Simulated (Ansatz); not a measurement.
The elements of this relaxed trial crystal are hidden behind letters.

```
lattice vectors (Å)
   3.0367    0.0000    0.0000
   0.0000   18.1566    0.0000
   0.0000    0.0000    3.0453
fractional positions
X 0.0000 0.1555 0.9357
X 0.0000 0.5000 0.8706
X 0.0000 0.8445 0.9357
Z 0.0000 0.3287 0.8747
Z 0.0000 0.6713 0.8747
Q 0.0000 0.0000 0.7585
```

Theory: Ansatz 0.2.0, DFT PBE, scalar-relativistic, plane waves, PAW. Cutoff 420 eV, Γ-centred 12×2×12 mesh (6-atom cell), Gaussian smearing of 0.10 eV, no spin polarisation.

- Space group: Pmm2 (No. 25)
- Conventional cell: a = 3.037 Å, b = 18.157 Å, c = 3.045 Å
- Volume per atom: 27.98 Å³
- Density: 6.56 g/cm³
- Energy over the elements: +0.10 eV/atom
- Gap on the 12×2×12 mesh of the 6-atom cell: 0 eV (a metal)

Energies are uncorrected and count from the elements' standard states at the same level.

Question: X is a p-block element of period 5, Z is a p-block element of period 5 and Q is a p-block element of period 4. Which elements are they?

Answer: X = In, Z = Sb, Q = As, so the formula is In3Sb2As. Density times volume gives a mean mass of 6.56 × 27.98/1.6605 = 110.5 u per atom, and this set has 110.5 u. In on a site of symmetry m is surrounded by 1 As at 2.87 Å, 4 In at 3.04–3.05 Å and 1 Sb at 3.15 Å; around Sb lie 4 Sb at 3.04–3.05 Å and 2 In at 3.11–3.15 Å; As is surrounded by 2 In at 2.87 Å and 4 As at 3.04–3.05 Å; 1 more site not described. Other sets within the hints have nearly the same mass, so mass alone doesn't settle it; this one was computed.

These runs have no spin–orbit coupling, which can matter for Sb. A structure relaxed within its symmetry needn't be a true minimum. Another cell of In3Sb2As relaxed alike, in P6_3mc, lies 231 meV/atom lower, so this cell isn't the stable form at this level.
